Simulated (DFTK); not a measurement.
W:

```
W
1.0
    -1.58234    1.58234    1.58234
     1.58234   -1.58234    1.58234
     1.58234    1.58234   -1.58234
W
1
Direct
  0.00000 0.00000 0.00000
```

Base run:

| Item | Value |
| --- | --- |
| Program | DFTK 0.8.2 |
| Functional | PBEsol |
| Potentials or basis | dojo.nc.sr.pbesol.v0_4_1.standard.upf (PBEsol) |
| Cutoff | 1007 eV |
| k mesh | 12 × 12 × 12 |
| Occupations | fermi-dirac, width 0.05 eV |
| Spin | no spin polarisation |

Its results: band gap on the k mesh none (metal or under the smearing width); pressure -2.8 GPa.

Q: The run is repeated on the same cell with these changes: functional from PBEsol to PBE; potentials or basis from dojo.nc.sr.pbesol.v0_4_1.standard.upf (PBEsol) to SG15 1.2 (PBE); cutoff from 1007 eV to 952 eV; valence electrons from 14 to 28. What comes out?

A: Band gap on the k mesh none (metal or under the smearing width); pressure 6.2 GPa.

Caveats: spin-orbit coupling is left out, which moves the levels of the heavy elements (some runs).
